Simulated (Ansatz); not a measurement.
Runs of Ansatz 0.2.0 on Te. It takes space group Imma (No. 74, orthorhombic). The conventional cell has a = 5.916 Å, b = 7.752 Å, c = 3.070 Å, α = 90.00°, β = 90.00°, γ = 90.00°. Around Te (site symmetry mm2) lie 4 Te at 2.96 to 3.07 Å. This isn't the form of Te at room conditions, which is trigonal, of chains.

| level | gap on the mesh (eV) | pressure (GPa) | relaxed volume (Å³/atom) |
| --- | --- | --- | --- |
| PBE+D3(BJ) | none | 0.0 | (a) |
| PBE | none | 0.0 | 36.05 |
| PBE+D3(BJ)-ATM | none | 0.0 | 31.26 |
| PBE+D4 | none | 0.0 | 30.25 |

Alike in all rows: task relaxation of cell and atoms; potentials or basis Ansatz PAW; no spin polarisation; cell relaxed; k mesh 10 × 10 × 10; cutoff (eV) 420; smearing fermi-dirac 0.05 eV.

**Question.** Estimate the missing entries.

**Answer.** (a) 30.27.

Caveats: the plane-wave basis is chosen anew once the cell has moved, so the energies of steps on either side of that aren't comparable; pairwise dispersion overbinds metals, which lowers pressure and volume (some runs); this functional lacks dispersion, which binds the layers, so the pressure and a relaxed spacing across them are unreliable (some runs).

A k mesh can miss the band edges, and the runs leave out spin-orbit coupling on Te.

A gap of «none» marks a metal or a gap under the smearing width.
